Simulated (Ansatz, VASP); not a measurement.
**BN in VASP and in Ansatz**

```
CELL_PARAMETERS angstrom
0.00000 1.60097 1.60097
1.60097 0.00000 1.60097
1.60097 1.60097 0.00000
ATOMIC_POSITIONS crystal
B 0.00000 0.00000 0.00000
N 0.25000 0.25000 0.25000
```

Alike in both runs: functional PBE; k mesh 17 × 17 × 17; occupations fermi-dirac, width 0.05 eV; no spin polarisation.

Ansatz relaxed the structure, and its values are those at the end. VASP's run is a single point on that final structure, the one shown.

|  | VASP | Ansatz |
| --- | --- | --- |
| version | VASP 6.6.1 | Ansatz 0.2.0 |
| potentials or method | VASP PAW PBE potentials, release 64 (B, N), cutoff 520 eV | all-electron LAPW, scalar-relativistic |

|  | VASP | Ansatz | Ansatz less VASP |
| --- | --- | --- | --- |
| gap on the k mesh at the Fermi level (eV) | 4.83 | 4.86 | +0.032 |

Ansatz ran all-electron here, so the differences hold the error of VASP's frozen core and of both bases.

Caveats: an odd mesh through Γ misses points on the zone boundary, where band edges often lie.
